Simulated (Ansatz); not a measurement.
## Calculated ³³S NMR of the central transition for ZnS at a changed volume

Cell: a Materials Project structure (computed, not necessarily an observed phase), relaxed with PBE at fixed cell and then changed (volume scaled by 1.02).

```
Zn S
1.0
     3.83029    0.00000    0.00000
    -1.91514    3.31713    0.00000
     0.00000    0.00000   25.08095
Zn S
8 8
Direct
  0.33333 0.66667 0.12512
  0.00000 0.00000 0.00016
  0.66667 0.33333 0.62505
  0.66667 0.33333 0.87514
  0.00000 0.00000 0.75002
  0.33333 0.66667 0.50008
  0.00000 0.00000 0.37509
  0.66667 0.33333 0.25013
  0.66667 0.33333 0.34372
  0.66667 0.33333 0.71858
  0.33333 0.66667 0.21873
  0.00000 0.00000 0.84367
  0.66667 0.33333 0.96881
  0.00000 0.00000 0.09373
  0.33333 0.66667 0.59369
  0.00000 0.00000 0.46869
```

Sites (sets of like atoms) are named by element and the number of their first atom in this list.

Level of theory: DFT, PBE, plane waves and PAW, scalar-relativistic, 420 eV cutoff, Γ-centred 8×8×2 k-points, Fermi–Dirac smearing 0.02 eV (Ansatz 0.2.0).

³³S has I = 3/2 and Q = -69.40 mb (Pyykkö 2018); at 11.7 T its Larmor frequency is ν₀ = 38.3 MHz. Only the quadrupole interaction is simulated: positions count from each site's isotropic chemical shift, and J coupling is left out, as are shift anisotropy and dipolar coupling, which fast spinning averages.

Q: Simulate the second-order pattern (fast magic-angle spinning, Gaussian broadening 0.02 kHz) of site S12 (4 Zn at 2.35 Å).

A: The calculation gives C_Q = -0.497 MHz and η = 0.00, so ν_Q = 0.248 MHz and the centre of gravity lies at -4.21 ppm (-0.161 kHz).

offset (kHz), height and a bar:
```
  -0.4201          0 
  -0.4102          1 
  -0.4004          3 #
  -0.3905          5 #
  -0.3806          5 ##
  -0.3708          5 ##
  -0.3609          6 ##
  -0.3510          6 ##
  -0.3412          6 ##
  -0.3313          6 ##
  -0.3214          6 ##
  -0.3116          6 ##
  -0.3017          6 ##
  -0.2918          7 ##
  -0.2819          7 ##
  -0.2721          9 ###
  -0.2622         27 ########
  -0.2523         65 ###################
  -0.2425         77 #######################
  -0.2326         62 ###################
  -0.2227         50 ###############
  -0.2129         45 #############
  -0.2030         42 #############
  -0.1931         40 ############
  -0.1833         39 ############
  -0.1734         39 ############
  -0.1635         38 ###########
  -0.1537         38 ############
  -0.1438         39 ############
  -0.1339         40 ############
  -0.1241         42 #############
  -0.1142         44 #############
  -0.1043         48 ##############
  -0.0945         53 ################
  -0.0846         62 ###################
  -0.0747         81 ########################
  -0.0649        100 ##############################
  -0.0550         71 #####################
  -0.0451         20 ######
  -0.0353          2 #
```

An axis of threefold or higher order runs through S12, so V_zz lies along it and η is zero.

The run took 96 s of wall time (96 s of CPU time) and 0.72 GiB at its peak, on 1 thread of Arm Neoverse V1 (aarch64; 8 cores open to the job, memory cap 3.0 GiB, no GPU), a shared host with a load of 0.3 a core.
